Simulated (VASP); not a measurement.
# Si2N (I4/mmm) in VASP: equation of state, part 2 of 2

VASP 6.6.1. Earlier steps stand in the parts before.

**4. Equation of state, PBE, 13.11 Å³/atom (volume scaled by 0.98)**

Contents of INCAR:

```
  ALGO = Normal
  EDIFF = 1E-7
  ENCUT = 520
  GGA = PE
  ISIF = 2
  ISMEAR = -1
  LASPH = T
  LCHARG = F
  LREAL = F
  LWAVE = F
  NBANDS = 14
  NELM = 100
  PREC = Accurate
  SIGMA = 0.05
```

Contents of KPOINTS:

```
k-points
0
Gamma
  9 9 9
```

Contents of POSCAR:

```
Si2N
1.0
   -2.0318309957      2.0318309957      2.3822730720
    2.0318309957     -2.0318309957      2.3822730720
    2.0318309957      2.0318309957     -2.3822730720
Si N
2 1
Direct
    0.7500000000      0.2500000000      0.5000000000
    0.2500000000      0.7500000000      0.5000000000
    0.0000000000      0.0000000000      0.0000000000
```

Potentials or basis: VASP PAW PBE potentials, release 64 (Si, N).

Run with:

```sh
cat potpaw_PBE.64/Si/POTCAR potpaw_PBE.64/N/POTCAR > POTCAR
mpirun -np 1 vasp_std > vasp.out
```

OUTCAR:

```text
EDIFF = 1E-7
   ENCUT = 520
   GGA = PE
   ISIF = 2
   ISMEAR = -1
   LASPH = T
   LREAL = F
   NELM = 100
   PREC = Accurate

 Found     75 irreducible k-points:

 Following reciprocal coordinates:
            Coordinates               Weight
  0.000000  0.000000  0.000000      1.000000
  0.111111 -0.000000  0.000000      8.000000
  0.222222 -0.000000  0.000000      8.000000
  0.333333  0.000000  0.000000      8.000000
  0.444444 -0.000000  0.000000      8.000000
  0.111111  0.111111  0.000000      8.000000
   k-points           NKPTS =     75   k-points in BZ     NKDIM =     75   number of bands    NBANDS=     14
   number of dos      NEDOS =    301   number of ions     NIONS =      3
   total plane-waves  NPLWV =  21952
   dimension x,y,z NGX =    28 NGY =   28 NGZ =   28
   dimension x,y,z NGXF=    56 NGYF=   56 NGZF=   56
   ions per type =               2   1
   NGX,Y,Z   is equivalent  to a cutoff of  12.47, 12.47, 12.47 a.u.
   NGXF,Y,Z  is equivalent  to a cutoff of  24.94, 24.94, 24.94 a.u.
 SYSTEM =  unknown system
   PREC   = accura    normal or accurate (medium, high low for compatibility)
   ISTART =      0    job   : 0-new  1-cont  2-samecut
   ICHARG =      2    charge: 1-file 2-atom 10-const
   ISPIN  =      1    spin polarized calculation?
   LNONCOLLINEAR =      F non collinear calculations
   LSORBIT =      F    spin-orbit coupling
   LASPH  =      T    aspherical Exc in radial PAW
   ENCUT  =  520.0 eV  38.22 Ry    6.18 a.u.   6.94  6.94  6.94*2*pi/ulx,y,z
   NELM   =    100;   NELMIN=  2; NELMDL= -5     # of ELM steps
   EDIFF  = 0.1E-06   stopping-criterion for ELM
   LREAL  =      F    real-space projection
   EDIFFG = 0.1E-05   stopping-criterion for IOM
   NSW    =      0    number of steps for IOM
   IBRION =     -1    ionic relax: 0-MD 1-quasi-New 2-CG
   NFREE  =      0    steps in history (QN), initial steepest desc. (CG)
   ISIF   =      2    stress and relaxation
   ISYM   =      2    0-nonsym 1-usesym 2-fastsym
   POTIM  = 0.5000    time-step for ionic-motion
   TEBEG  =    0.0;   TEEND  =   0.0 temperature during run
   PSTRESS=    0.0 pullay stress
   NELECT =      13.0000    total number of electrons
   NUPDOWN=      -1.0000    fix difference up-down
   EMIN   =  10.00;   EMAX   =-10.00  energy-range for DOS
   EFERMI =   0.00;   METHOD = LEGACY
   ISMEAR =    -1;   SIGMA  =   0.05  broadening in eV -4-tet -1-fermi 0-gaus
   EFERMI_NEDOS =   21; number of points for ismear=-14 and -15
   IALGO  =     38    algorithm
   IMIX   =      4    mixing-type and parameters
     AMIX     =   0.40;   BMIX     =  1.00
     AMIX_MAG =   1.60;   BMIX_MAG =  1.00
  volume/ion in A,a.u.               =      13.11        88.49
  Fermi-wavevector in a.u.,A,eV,Ry     =   1.131828  2.138845 17.429530  1.281034
  Thomas-Fermi vector in A             =   2.268528
   LORBIT       =      0    0 simple, 1 ext, 2 COOP (PROOUT), +10 PAW based schemes
   GGA     = PE    functional components
   LHFCALC =     F    Hartree Fock is set to
   AEXX    =    0.0000 exact exchange contribution
   IVDW    =     0    specifies the selected vdW correction
   LEPSILON=     F    determine dielectric tensor
   LRPA    =     F    only Hartree local field effects (RPA)
 non-spin polarized calculation
  energy-cutoff  :      520.00
  volume of cell :       39.34
 maximum number of plane-waves:      1080
   NGX = 13   NGY = 13   NGZ = 13

 number of electron      12.9999999 magnetization

 Free energy of the ion-electron system (eV)
  ---------------------------------------------------
  ext. energy  EPLUGINS =         0.00000000
  ---------------------------------------------------
  free energy    TOTEN  =       -15.02954403 eV

  energy without entropy =      -15.01679157  energy(sigma->0) =      -15.02316780

 E-fermi :   8.3495     XC(G=0): -10.9676

 val. band max:        8.3437928293   @ k =  -0.1111  -0.4444   0.1111
 cond. band min:       8.3867581209   @ k =  -0.2222   0.4444   0.2222
 fundamental gap:      0.0429652916
 Fermi energy:         8.3495271014

 k-point     1 :       0.0000    0.0000    0.0000
  band No.  band energies     occupation
      1      -8.5268      2.00000
      2       1.0861      2.00000
      3       4.1240      2.00000
      4       4.1240      2.00000
      5       4.9130      2.00000
      6       6.0577      2.00000
      7       8.7551      0.00060
      8       8.7551      0.00060
      9       9.0432      0.00000
     10      12.0717      0.00000
     11      12.0717      0.00000
     12      13.2564      0.00000
     13      14.8156      0.00000
     14      18.0312      0.00000

 k-point     2 :       0.1111   -0.0000    0.0000
  band No.  band energies     occupation
      1      -8.4069      2.00000
      2       0.6884      2.00000
      3       3.9511      2.00000
      4       3.9795      2.00000
      5       4.7776      2.00000
      6       6.0438      2.00000
      7       8.2964      1.48655
      8       8.8033      0.00023
      9      10.3650      0.00000
     10      11.5642      0.00000
     11      11.9623      0.00000
     12      14.4794      0.00000
     13      15.2138      0.00000
     14      17.5918      0.00000

 k-point     3 :       0.2222   -0.0000    0.0000
  band No.  band energies     occupation
      1      -8.0711      2.00000
      2      -0.2190      2.00000
      3       3.2577      2.00000
      4       3.5808      2.00000
      5       4.4145      2.00000
      6       6.6976      2.00000
      7       8.5586      0.03009
      8       8.8336      0.00012
      9      10.6670      0.00000
     10      11.8179      0.00000
     11      12.7938      0.00000
     12      15.1335      0.00000
     13      16.5492      0.00000
     14      17.7862      0.00000

 k-point     4 :       0.3333    0.0000    0.0000
  band No.  band energies     occupation
      1      -7.6093      2.00000
      2      -1.2360      2.00000
      3       2.4957      2.00000
      4       3.2365      2.00000
      5       4.1464      2.00000
      6       7.7781      1.99998
      7       8.0981      1.98700
      8       9.5217      0.00000
      9      10.6239      0.00000
     10      12.8139      0.00000
     11      12.8417      0.00000
     12      14.9586      0.00000
     13      17.9798      0.00000
     14      18.8246      0.00000

 k-point     5 :       0.4444   -0.0000    0.0000
  band No.  band energies     occupation
      1      -7.2330      2.00000
      2      -1.9493      2.00000
      3       2.0935      2.00000
      4       3.0413      2.00000
      5       4.0099      2.00000
      6       7.8069      1.99996
      7       8.8372      0.00012
      8       9.5583      0.00000
      9      10.7652      0.00000
     10      12.7928      0.00000
     11      13.6785      0.00000
     12      14.1418      0.00000
     13      18.6581      0.00000
     14      19.6496      0.00000

 k-point     6 :       0.1111    0.1111    0.0000
  band No.  band energies     occupation
      1      -8.1996      2.00000
      2       0.2405      2.00000
      3       2.8417      2.00000
      4       4.2373      2.00000
      5       4.9005      2.00000
      6       5.7031      2.00000
      7       8.5240      0.05919
      8       8.9432      0.00001
      9      11.1418      0.00000
     10      11.4730      0.00000
     11      13.6987      0.00000
     12      13.9685      0.00000
     13      15.2456      0.00000
     14      17.7583      0.00000

 [... further k-points ...]

------------------------ aborting loop because EDIFF is reached ----------------------------------------

  FORCE on cell =-STRESS in cart. coord.  units (eV):
  Direction    XX          YY          ZZ          XY          YZ          ZX
  --------------------------------------------------------------------------------------
  -------------------------------------------------------------------------------------
  Total        0.4087463      0.4087463      0.7661749      0.0000000      0.0000000     -0.0000000
  in kB       16.6470665     16.6470665     31.2041120      0.0000000      0.0000000     -0.0000000
  external PRESSURE =      21.4994150 kB  Pullay stress =       0.0000000 kB

 VOLUME and BASIS-vectors are now :
 -----------------------------------------------------------------------------
  energy-cutoff  :      520.00
  volume of cell :       39.34
      direct lattice vectors                 reciprocal lattice vectors
    -2.031830996  2.031830996  2.382273072     0.000000000  0.246083459  0.209883580
     2.031830996 -2.031830996  2.382273072     0.246083459  0.000000000  0.209883580
     2.031830996  2.031830996 -2.382273072     0.246083459  0.246083459  0.000000000

 POSITION                                       TOTAL-FORCE (eV/Angst)
 -----------------------------------------------------------------------------------
      0.00000      2.03183      1.19114         0.000000      0.000000      0.000000
      2.03183      0.00000      1.19114        -0.000000     -0.000000      0.000000
      0.00000      0.00000      0.00000        -0.000000      0.000000     -0.000000
 -----------------------------------------------------------------------------------
    total drift:                               -0.000000     -0.000000      0.000000

  FREE ENERGIE OF THE ION-ELECTRON SYSTEM (eV)
  ---------------------------------------------------
  free  energy   TOTEN  =       -15.0295440312 eV

  energy  without entropy=      -15.0167915741  energy(sigma->0) =      -15.02316780
```

stdout:

```text
POSCAR found type information on POSCAR SiN
 POSCAR found :  2 types and       3 ions
 scaLAPACK will be used
 LDA part: xc-table for (Slater+PW92), standard interpolation
 POSCAR, INCAR and KPOINTS ok, starting setup
 FFT: planning ... GRIDC
 FFT: planning ... GRID_SOFT
 FFT: planning ... GRID
 WAVECAR not read
 entering main loop
```

Run time: 16 s. Hardware: 1 thread of Intel Xeon 6975P-C (Granite Rapids), shared host; peak memory 0.17 GiB.

What came out:

* Free energy: -15.0295 eV
* Pressure: 2.1 GPa
* Band gap on the k mesh: none (metal or under the smearing width)

**5. Equation of state, PBE, 13.65 Å³/atom (volume scaled by 1.02)**

Contents of INCAR:

```
PREC = Accurate
ENCUT = 520
EDIFF = 1E-7
ISMEAR = -1
SIGMA = 0.05
LREAL = F
LASPH = T
NELM = 100
ALGO = Normal
ISIF = 2
LWAVE = F
LCHARG = F
GGA = PE
NBANDS = 14
```

Contents of KPOINTS:

```
Automatic mesh
0
Gamma
  9 9 9
```

Contents of POSCAR:

```
Si2N
1.0
   -2.0591071498      2.0591071498      2.4142537079
    2.0591071498     -2.0591071498      2.4142537079
    2.0591071498      2.0591071498     -2.4142537079
Si N
2 1
Direct
    0.7500000000      0.2500000000      0.5000000000
    0.2500000000      0.7500000000      0.5000000000
    0.0000000000      0.0000000000      0.0000000000
```

Run with:

```sh
cat potpaw_PBE.64/Si/POTCAR potpaw_PBE.64/N/POTCAR > POTCAR
mpirun -np 1 vasp_std > vasp.out
```

Run time: 16 s. Hardware: 1 thread of Intel Xeon 6975P-C (Granite Rapids), shared host; peak memory 0.17 GiB.

The run converged. Its results:

| Item | Value |
| --- | --- |
| Free energy | -15.0328 eV |
| Pressure | -1.5 GPa |
| Band gap on the k mesh | none (metal or under the smearing width) |

**6. Equation of state, PBE, 13.92 Å³/atom (volume scaled by 1.04)**

Contents of INCAR:

```
  ALGO = Normal
  EDIFF = 1E-7
  ENCUT = 520
  GGA = PE
  ISIF = 2
  ISMEAR = -1
  LASPH = True
  LCHARG = False
  LREAL = False
  LWAVE = False
  NBANDS = 14
  NELM = 60
  PREC = Accurate
  SIGMA = 0.05
```

Contents of KPOINTS:

```
k-points
0
Gamma
  9 9 9
```

Contents of POSCAR:

```
Si2N
1.0
   -2.0724783501      2.0724783501      2.4299311193
    2.0724783501     -2.0724783501      2.4299311193
    2.0724783501      2.0724783501     -2.4299311193
Si N
2 1
Direct
    0.7500000000      0.2500000000      0.5000000000
    0.2500000000      0.7500000000      0.5000000000
    0.0000000000      0.0000000000      0.0000000000
```

Potentials or basis: VASP PAW PBE potentials, release 64 (Si, N).

Run with:

```sh
cat potpaw_PBE.64/Si/POTCAR potpaw_PBE.64/N/POTCAR > POTCAR
mpirun -np 1 vasp_std > vasp.out
```

Wall time 18 s (1 thread of Intel Xeon 6975P-C (Granite Rapids), shared host); peak memory 0.17 GiB.

Results (log left out):

* Free energy: -15.0215 eV
* Pressure: -3.1 GPa
* Band gap on the k mesh: none (metal or under the smearing width)

**7. Equation of state, PBE, 14.18 Å³/atom (volume scaled by 1.06)**

Contents of INCAR:

```
SYSTEM = Si2N
PREC = Accurate
ENCUT = 520
EDIFF = 1E-7
ISMEAR = -1
SIGMA = 0.05
LREAL = .False.
LASPH = .True.
NELM = 80
ALGO = Normal
ISIF = 2
LWAVE = .False.
LCHARG = .False.
GGA = PE
NBANDS = 14
```

Contents of KPOINTS:

```
Automatic mesh
0
Gamma
  9 9 9
  0 0 0
```

Contents of POSCAR:

```
Si2N
1.0
   -2.0856792050      2.0856792050      2.4454088049
    2.0856792050     -2.0856792050      2.4454088049
    2.0856792050      2.0856792050     -2.4454088049
Si N
2 1
Direct
    0.7500000000      0.2500000000      0.5000000000
    0.2500000000      0.7500000000      0.5000000000
    0.0000000000      0.0000000000      0.0000000000
```

Run with:

```sh
cat potpaw_PBE.64/Si/POTCAR potpaw_PBE.64/N/POTCAR > POTCAR
mpirun -np 1 vasp_std > vasp.out
```

Run time: 19 s. Hardware: 1 thread of Intel Xeon 6975P-C (Granite Rapids), shared host; peak memory 0.17 GiB.

Results (log left out):

```yaml
Free_energy: -15.0030 eV
Pressure: -4.4 GPa
Band_gap_on_the_k_mesh: none (metal or under the smearing width)
```

**8. Equation of state, PBE**

This step only gathers the single runs of the series.

Results:

* Equilibrium volume: 13.42 Å³/atom
* Bulk modulus at fixed shape and positions: 90 GPa
* Pressure derivative of the bulk modulus: 4.1 (rough: it moves with the points fitted)

Energy against volume, from the lowest point:
| volume (Å³/atom) | energy (meV/atom) |
| --- | --- |
| 12.578 | 16.66 |
| 12.845 | 7.52 |
| 13.113 | 2.08 |
| 13.381 | 0.00 |
| 13.648 | 0.99 |
| 13.916 | 4.76 |
| 14.184 | 10.94 |

Caveat: the cell was scaled at fixed shape and fractional positions, which overstates the stiffness of a crystal with free parameters, most of all of layers and chains.
